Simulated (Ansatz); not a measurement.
These are results of Ansatz 0.2.0, DFT PBE, scalar-relativistic, plane waves, PAW, not measurements. Settings: cutoff 420 eV, Γ-centred meshes spaced at most about 0.3 Å⁻¹, and about 0.25 Å⁻¹ or finer for metals (2π included), Gaussian smearing. Spin is collinear in cells that carry moments; the others ran without spin or lost their moments.

Temperature and zero-point effects are left out.

Question: Which of these relaxed structures of MgZnO₄ is the lowest in energy?
A.
(no moments)
Space group P4/mmm (No. 123). a = 2.892 Å, b = 2.892 Å, c = 9.115 Å, α = 90.00°, β = 90.00°, γ = 90.00°
```
atom  site  symmetry       x       y       z
  Mg    1a     4/mmm  0.0000  0.0000  0.0000
  Zn    1d     4/mmm  0.5000  0.5000  0.5000
   O    2g       4mm  0.0000  0.0000  0.5881
   O    2h       4mm  0.5000  0.5000  0.0856
```

B.
(parallel moments up to 0.9 μB)
Space group P4/mmm (No. 123). a = 3.541 Å, b = 3.541 Å, c = 4.989 Å, α = 90.00°, β = 90.00°, γ = 90.00°
```json
{"atom": "Mg", "site": "1a", "symmetry": "4/mmm", "x": "0.0000", "y": "0.0000", "z": "0.0000"}
{"atom": "Zn", "site": "1d", "symmetry": "4/mmm", "x": "0.5000", "y": "0.5000", "z": "0.5000"}
{"atom": "O", "site": "4i", "symmetry": "2mm.", "x": "0.5000", "y": "0.0000", "z": "0.7506"}
```

Answer: A. The other, B, lies 121 meV/atom higher. Counting O atoms around Mg and Zn (those within 1.25 times the shortest such distance or 1.15 times the sum of covalent radii, 1.27 where that leaves under three): A has Mg 8, Zn 8; B has Mg 8, Zn 8. A holds O–O pairs (shortest 1.56 Å, as in peroxide); in B the shortest O–O distance is 2.49 Å. Both come from invented guesses.

No dispersion correction is applied, so the spacing and binding between layers, chains or molecules are poorly described (P4/mmm at 12.7 Å³/atom), and this can change margins and order among such cells. Another magnetic order may lie lower. Cells relaxed within their symmetry can be saddle points. Some structure types and database cells were kept out of the candidates from the start, so a known form may be missing.
